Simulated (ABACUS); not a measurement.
Crystal: NaH.

```
Na H
1.0
     0.00000    2.44000    2.44000
     2.44000    0.00000    2.44000
     2.44000    2.44000    0.00000
Na H
1 1
Cartesian
  0.0000 0.0000 0.0000
  2.4400 2.4400 2.4400
```

| Item | Value |
| --- | --- |
| Program | ABACUS 3.10.1 |
| Task | single point |
| Functional | PBE |
| Potentials or basis | PseudoDojo NC SR 0.4.1 PBE standard |
| Cutoff | 1211 eV |
| Density cutoff | 4844 eV |
| Basis | plane waves |
| k mesh | 9 × 9 × 9 |
| Occupations | fermi-dirac, width 0.05 eV |
| Spin | no spin polarisation |

On this cell: pressure -0.6 GPa; largest force zero by symmetry; band gap on the k mesh 4.01 eV, indirect (least direct gap 4.71 eV).

The same run follows on a disturbed copy (atoms moved at random, drawn with an rms of 0.05 Å):

```
Na H
1.0
     0.00000    2.44000    2.44000
     2.44000    0.00000    2.44000
     2.44000    2.44000    0.00000
Na H
1 1
Cartesian
  0.0180 -0.0161 -0.0274
  2.4480 2.4532 2.4375
```

**Question.** What does the disturbed cell give?

**Answer.** The energy moves by +0.5 meV/atom; pressure -0.6 GPa; largest force 0.033 eV/Å; band gap on the k mesh 4.01 eV, indirect (least direct gap 4.71 eV).

Forces in eV/Å, atoms in the order of the input:
```
Na  -0.009  0.024  0.021
H    0.009 -0.024 -0.021
```

Caveats: an odd mesh through Γ misses points on the zone boundary, where band edges often lie.
